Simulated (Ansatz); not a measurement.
# GaP: the cost of one run

Method: DFT PBE, scalar-relativistic, plane waves, PAW, in Ansatz 0.2.0.

2 further runs of the same task are left out: 2 set aside as unsound or not needed.

### Step 1. The structure to begin with

The structure is cubic, space group F-43m (No. 216). Conventional cell: a = 5.506 Å, b = 5.506 Å, c = 5.506 Å, α = 90.00°, β = 90.00°, γ = 90.00°. Ga (site symmetry -43m) has 4 P at 2.38 Å as nearest neighbours. Around P (site symmetry -43m) lie 4 Ga at 2.38 Å.

Coordinates:

```
CELL_PARAMETERS angstrom
0.00000 2.75304 2.75304
2.75304 0.00000 2.75304
2.75304 2.75304 0.00000
ATOMIC_POSITIONS crystal
Ga 0.00000 0.00000 0.00000
P 0.75000 0.75000 0.75000
```

It is the result of an earlier relaxation at this level (volume 20.87 Å³/atom; gap on the mesh: 1.58 eV).

### Step 2. Relaxing at 25 GPa

What is minimised here is the enthalpy; the energy can go up as the cell is squeezed.

input.yaml

```yaml
crystal:
  lattice:
    - [0.0, 2.7530369385, 2.7530369385]
    - [2.7530369385, 0.0, 2.7530369385]
    - [2.7530369385, 2.7530369385, 0.0]
  atoms:
    - { symbol: Ga, position: [0.0, 0.0, 0.0] }
    - { symbol: P, position: [0.75, 0.75, 0.75] }
basis:
  ecutwfc: 420
kpoints:
  mp_grid: { grid: [8, 8, 8] }
hamiltonian:
  xc: pbe
scf:
  occupations: { method: fixed }
output:
  forces: true
  stress: true
  eigenvalues: true
relax:
  adjacent_minimum: "off"
  f_tol: 0.001
  max_steps: 60
  cell: { stress_tol: 0.02, p_target: 25.0 }
```

On the command line:

```sh
$ ansatz run input.yaml --threads 1 --pin off --max-ram 3072MiB --backend cpu --events-out ev --progress --plain --runs-dir out
```

**Question.** How long does this run take on 1 thread of Arm Neoverse V1, shared host, and how much memory does it need?

About 17 s, with a peak of 0.3 GiB.
